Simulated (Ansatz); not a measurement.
Runs of Ansatz 0.2.0 on NiO. It takes space group Fm-3m (No. 225, cubic). The conventional cell has a = 4.172 Å, b = 4.172 Å, c = 4.172 Å, α = 90.00°, β = 90.00°, γ = 90.00°. Around Ni (site symmetry m-3m) lie 6 O at 2.09 Å. O (site symmetry m-3m) has 6 Ni at 2.09 Å as nearest neighbours. 

```csv
task,level,potentials or basis,U,cell,cutoff (eV),smearing,hubbard projectors,double counting,gap on the mesh (eV),pressure (GPa),moment (μB),relaxed volume (Å³/atom)
relaxation of cell and atoms,PBEsol+D4,Ansatz PAW,-,relaxed,420,fermi-dirac 0.05 eV,-,-,-,0.0,(c),8.63
relaxation of cell and atoms,RPBE+D4,Ansatz PAW,-,relaxed,420,fermi-dirac 0.05 eV,-,-,-,0.0,1.89,9.43
single point,PBE,Ansatz PAW,-,as given,420,gaussian 0.025 eV,-,-,none,6.3,1.79,-
relaxation of cell and atoms,r2SCAN+D4,Ansatz PAW,-,relaxed,500,fermi-dirac 0.05 eV,-,-,(a),0.0,2.00,(b)
relaxation of cell and atoms,PBE+D3(BJ),Ansatz PAW,-,relaxed,420,fermi-dirac 0.05 eV,-,-,-,0.0,1.77,9.19
single point,revPBE+U,PseudoDojo standard (PBE files),Ni d U = 5 eV,as given,1333,gaussian 0.02 eV,ortho-atomic,fll (the default),1.89,16.8,2.00,-
single point,PBE,Ansatz PAW,-,as given,420,gaussian 0.022 eV,-,-,none,6.3,1.79,-
single point,PBE,Ansatz PAW,-,as given,500,fermi-dirac 0.05 eV,-,-,none,5.7,1.73,-
```

Alike in all rows: spin collinear, ferromagnetic start; k mesh 11 × 11 × 11.

Q: Estimate the missing entries.

A: (a) 0.84; (b) 9.12; (c) 1.25.

Caveats: a cell with one magnetic atom can't hold antiferromagnetic order, which such compounds often take; the plane-wave basis is chosen anew once the cell has moved, so the energies of steps on either side of that aren't comparable (some runs); the PAW data sets come from PBE, with cores solved anew for the run's functional, which leaves a small shift of forces and pressure (some runs); semilocal functionals often make such compounds metallic where correlation or magnetic order opens a gap, which also shifts bond lengths (some runs); the potentials were made for another functional, which shifts forces and pressure (some runs); the magnetic or orbital state may not be the lowest (some runs); odd divisions of the mesh miss points on the zone boundary, where band edges often lie, so the gap on the mesh can be too wide (some runs).

A k mesh can miss the band edges.

A gap of «none» marks a metal or a gap under the smearing width.

Not every run made on this cell is shown here.
